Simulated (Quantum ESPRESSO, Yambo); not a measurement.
# LiH (Fm-3m): G0W0 in Yambo against the bands, part 2 of 2

Aim: move the bands of a G0W0 run on LiH (Fm-3m) over a wide range.

Yambo 5.3.0; PBE and many-body steps on it, plane waves. Known limits of the many-body steps: not at the basis limit; coarse k mesh.

So far. Step 4 (52 bands): Against the run before, the gap moves by +0.072 eV.

The database entry behind the starting cell differs from later determinations by our own check (the deuteride, about 0.2 % short), so it need not match the best structure at ambient conditions.

## (5) 94 bands

Level of this step: G0W0 on PBE, plane waves, norm-conserving pseudopotentials (Yambo).

gw4.in

```
HF_and_locXC
gw0
dyson
ppa
em1d
rim_cut
RandQpts= 1000000
RandGvec= 1 RL
EXXRLvcs= 66 Ry
VXCRLvcs= 264 Ry
Chimod= "HARTREE"
% BndsRnXp
 1 | 94 |
%
NGsBlkXp= 15.5 Ry
% LongDrXp
 1 | 1 | 1 |
%
% GbndRnge
 1 | 94 |
%
DysSolver= "n"
ExtendOut
PPAPntXp= 27.21138 eV
% QPkrange
 7 | 7 | 1 | 4 |
 1 | 1 | 1 | 4 |
%
```

Command:

```bash
OMP_NUM_THREADS=1 mpirun -n 8 yambo -F gw4.in -J gw4 -C gw4 > gw4.log
```

The program printed:

```text
 Yambo, version 5.3.0

 [02] CORE Variables Setup
 =========================

  [... cell, symmetries and grids as in the set-up ...]

  [02.05] Energies & Occupations
  ==============================

  [X] === General ===
  [X] Electronic Temperature                        :  0.000000  0.000000 [eV K]
  [X] Bosonic    Temperature                        :  0.000000  0.000000 [eV K]
  [X] Finite Temperature mode                       : no
  [X] El. density                                   :  0.23671E+24 [cm-3]
[...]
QP @ state[ 1 ] b range                          :   1   4
   QP @ state[ 2 ] K range                          :   7   7
   QP @ state[ 2 ] b range                          :   1   4
   GF energies kind                                 : Perdew, Burke & Ernzerhof(X)+Perdew, Burke & Ernzerhof(C)
   GF WF`s kind                                     : Perdew, Burke & Ernzerhof(X)+Perdew, Burke & Ernzerhof(C)
   Xs energies kind                                 : Perdew, Burke & Ernzerhof(X)+Perdew, Burke & Ernzerhof(C)
   Xs WF`s kind                                     : Perdew, Burke & Ernzerhof(X)+Perdew, Burke & Ernzerhof(C)

 [11] Game Over & Game summary
```

Run time: 9.9 s. Hardware: 8 MPI ranks of Arm Neoverse V1, shared host; peak memory 2.1 GiB; 70 s of CPU time.

Numbers from this step:

```yaml
g0w0_gap_on_the_points_computed: 4.862 eV
starting_gap_on_the_mesh: 3.022 eV
k_of_the_valence_top: 0, -0.5, -0.5
k_of_the_conduction_bottom: 0, -0.5, -0.5
least_direct_g0w0_gap_on_the_computed_points: 4.862 eV
```

Against the run before, the gap moves by +0.034 eV.

## (6) 144 bands

gw5.in, as its differences from gw4.in of step 5:

```diff
@@ -12,3 +12,3 @@
 % BndsRnXp
- 1 | 94 |
+ 1 | 144 |
 %
@@ -19,3 +19,3 @@
 % GbndRnge
- 1 | 94 |
+ 1 | 144 |
 %
```

Command:

```bash
OMP_NUM_THREADS=1 mpirun -n 8 yambo -F gw5.in -J gw5 -C gw5 > gw5.log
```

The program printed:

```text
 Yambo, version 5.3.0

 [02] CORE Variables Setup
 =========================

  [... cell, symmetries and grids as in the set-up ...]

  [02.05] Energies & Occupations
  ==============================

  [X] === General ===
  [X] Electronic Temperature                        :  0.000000  0.000000 [eV K]
  [X] Bosonic    Temperature                        :  0.000000  0.000000 [eV K]
  [X] Finite Temperature mode                       : no
  [X] El. density                                   :  0.23671E+24 [cm-3]
[...]
QP @ state[ 1 ] b range                          :   1   4
   QP @ state[ 2 ] K range                          :   7   7
   QP @ state[ 2 ] b range                          :   1   4
   GF energies kind                                 : Perdew, Burke & Ernzerhof(X)+Perdew, Burke & Ernzerhof(C)
   GF WF`s kind                                     : Perdew, Burke & Ernzerhof(X)+Perdew, Burke & Ernzerhof(C)
   Xs energies kind                                 : Perdew, Burke & Ernzerhof(X)+Perdew, Burke & Ernzerhof(C)
   Xs WF`s kind                                     : Perdew, Burke & Ernzerhof(X)+Perdew, Burke & Ernzerhof(C)

 [11] Game Over & Game summary
```

Wall time 14 s (8 MPI ranks); peak memory 2.3 GiB; 1.7 min of CPU time.

This step gave:

```yaml
g0w0_gap_on_the_points_computed: 4.872 eV
starting_gap_on_the_mesh: 3.022 eV
k_of_the_valence_top: 0, -0.5, -0.5
k_of_the_conduction_bottom: 0, -0.5, -0.5
least_direct_g0w0_gap_on_the_computed_points: 4.872 eV
```

Against the run before, the gap moves by +0.011 eV.

## (7) 201 bands

gw6.in, as its differences from gw5.in of step 6:

```diff
@@ -12,3 +12,3 @@
 % BndsRnXp
- 1 | 144 |
+ 1 | 201 |
 %
@@ -19,3 +19,3 @@
 % GbndRnge
- 1 | 144 |
+ 1 | 201 |
 %
```

Command:

```bash
OMP_NUM_THREADS=1 mpirun -n 8 yambo -F gw6.in -J gw6 -C gw6 > gw6.log
```

The program printed:

```text
 Yambo, version 5.3.0

 [02] CORE Variables Setup
 =========================

  [... cell, symmetries and grids as in the set-up ...]

  [02.05] Energies & Occupations
  ==============================

  [X] === General ===
  [X] Electronic Temperature                        :  0.000000  0.000000 [eV K]
  [X] Bosonic    Temperature                        :  0.000000  0.000000 [eV K]
  [X] Finite Temperature mode                       : no
  [X] El. density                                   :  0.23671E+24 [cm-3]
[...]
QP @ state[ 1 ] b range                          :   1   4
   QP @ state[ 2 ] K range                          :   7   7
   QP @ state[ 2 ] b range                          :   1   4
   GF energies kind                                 : Perdew, Burke & Ernzerhof(X)+Perdew, Burke & Ernzerhof(C)
   GF WF`s kind                                     : Perdew, Burke & Ernzerhof(X)+Perdew, Burke & Ernzerhof(C)
   Xs energies kind                                 : Perdew, Burke & Ernzerhof(X)+Perdew, Burke & Ernzerhof(C)
   Xs WF`s kind                                     : Perdew, Burke & Ernzerhof(X)+Perdew, Burke & Ernzerhof(C)

 [11] Game Over & Game summary
```

Elapsed: 18 s, on 8 MPI ranks; peak memory 2.4 GiB.

This step gave:

```yaml
g0w0_gap_on_the_points_computed: 4.875 eV
starting_gap_on_the_mesh: 3.022 eV
k_of_the_valence_top: 0, -0.5, -0.5
k_of_the_conduction_bottom: 0, -0.5, -0.5
least_direct_g0w0_gap_on_the_computed_points: 4.875 eV
```

Against the run before, the gap moves by +0.003 eV.

## (8) The runs together

Times are wall times on 8 MPI ranks of Arm Neoverse V1, shared host, good to a factor of about two.

```tsv
run	mesh	bands	screening cutoff (eV)	DFT gap (eV)	gap on the mesh (eV)	direct (eV)	time
13 bands	4×4×4	13	210.9	3.022	4.671	4.671	4.1 s
26 bands	4×4×4	26	210.9	3.022	4.755	4.755	4.9 s
52 bands	4×4×4	52	210.9	3.022	4.827	4.827	6.9 s
94 bands	4×4×4	94	210.9	3.022	4.862	4.862	9.9 s
144 bands	4×4×4	144	210.9	3.022	4.872	4.872	14 s
201 bands	4×4×4	201	210.9	3.022	4.875	4.875	18 s
```

## (9) Results

| Property | Result |
| --- | --- |
| 13 bands | 4.671 eV |
| 26 bands | 4.755 eV |
| 52 bands | 4.827 eV |
| 94 bands | 4.862 eV |
| 144 bands | 4.872 eV |
| 201 bands | 4.875 eV |
| known limits | not at the basis limit; coarse k mesh |

In words: The setting moved: bands. From 13 bands to 201 bands the gap moves by +0.20 eV, for 4.4 times the time. It holds to 0.03 eV from 94 bands on. Bands and screening cutoff are coupled, so a series along one setting does not show full convergence. Bands and cutoff are finite, so the gap is not at the basis limit. The miss can reach some tenths of an eV and take either sign; the mesh is an error of its own. In the G0W0 runs levels were corrected at 2 k points alone, so a gap called «on the mesh» is the least over those, and an edge elsewhere would be missed. The 4×4×4 mesh is coarse for this cell, which bears on the long-range parts of exchange and screening.

[Paths, hosts, dates, memory and timing lines, banners, echoed tables and standing remarks are left out of the program output.]

[Logs are printed without paths, hosts, clocks, repeated set-up lines and the standing remarks that a program may print on its own settings, such as how far it seeks lower states.]

[Runs of the session that timed out or met a known fault of the program may be left out.]

[Hosts, paths, dates, database ids (printed as entryN), source tags and the programs' standing remarks are cut or masked in the printed files.]
